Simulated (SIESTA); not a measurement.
## Na under changes of volume

One of the cells (40.041 Å³/atom); the others are scaled copies at fixed shape and fractional positions:

```
Na
1.0
    -2.15518    2.15518    2.15518
     2.15518   -2.15518    2.15518
     2.15518    2.15518   -2.15518
Na
1
Cartesian
  0.0000 0.0000 0.0000
```

* Program: SIESTA 5.4.2
* Functional: PBEsol
* Potentials or basis: PseudoDojo 0.4 standard (PBEsol files)
* Basis: DZP (energy shift 0.003 Ry; two zetas on semicore shells)
* Grid cutoff: 800 Ry
* Energy shift: 0.003 Ry
* k mesh: 9 × 9 × 9
* Occupations: fermi-dirac, width 0.05 eV
* Spin: no spin polarisation

```tsv
volume (Å³/atom)	energy over the lowest point (meV/atom)	pressure (GPa)
36.901	0.00	0.0
37.686	0.54	-0.2
38.471	?	?
40.041	6.32	-0.6
40.827	9.45	-0.7
41.612	13.11	-0.8
```

Problem. What does the run at 38.471 Å³/atom give?

Solution. Energy over the lowest point 1.81 meV/atom; pressure -0.3 GPa.

Worked out: A Birch-Murnaghan fit of order 3 (a polynomial in V^(-2/3)) to the other rows has its minimum at 36.75 Å³/atom, just outside them, with B0 = V·E''(V) = 7.7 GPa and B' = 2.9. It gives 1.81 meV/atom at 38.471 Å³/atom, against the run's 1.81, and -dE/dV = -0.3 GPa, against -0.3.

Energies are extrapolated to zero smearing.

Caveats: the basis of atomic orbitals isn't converged, which shifts pressures, moduli and gaps.
